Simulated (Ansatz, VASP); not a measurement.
**Two plane-wave programs on CdS**

```xyz
2
Lattice="0.0000 2.9358 2.9358 2.9358 0.0000 2.9358 2.9358 2.9358 0.0000" Properties=species:S:1:pos:R:3 pbc="T T T"
Cd    0.0000    0.0000    0.0000
S     1.4679    1.4679    1.4679
```

Change from the starting cell: volume scaled by 1.02, ions relaxed.

Alike in both runs: functional PBE; k mesh 13 × 13 × 13; occupations fermi-dirac, width 0.02 eV; no spin polarisation.

Ansatz relaxed the structure, and its values are those at the end. VASP's run is a single point on that final structure, the one shown.

|  | VASP | Ansatz |
| --- | --- | --- |
| version | VASP 6.6.1 | Ansatz 0.2.0 |
| potentials or method | VASP PAW PBE potentials, release 64 (Cd, S) | plane-wave PAW, scalar-relativistic |
| plane-wave cutoff (eV) | 520 | 420 |
| valence electrons in the cell | 18 | 26 |

|  | VASP | Ansatz | Ansatz less VASP |
| --- | --- | --- | --- |
| gap on the k mesh at the Fermi level (eV) | 1.11 | 1.10 | -0.003 |
| pressure (GPa) | 1.9 | 1.6 | -0.33 |

The two sets of potentials don't hold the same shells in valence. Ansatz warned: «gradients_without_spin_orbit».

Caveats: an odd mesh through Γ misses points on the zone boundary, where band edges often lie.
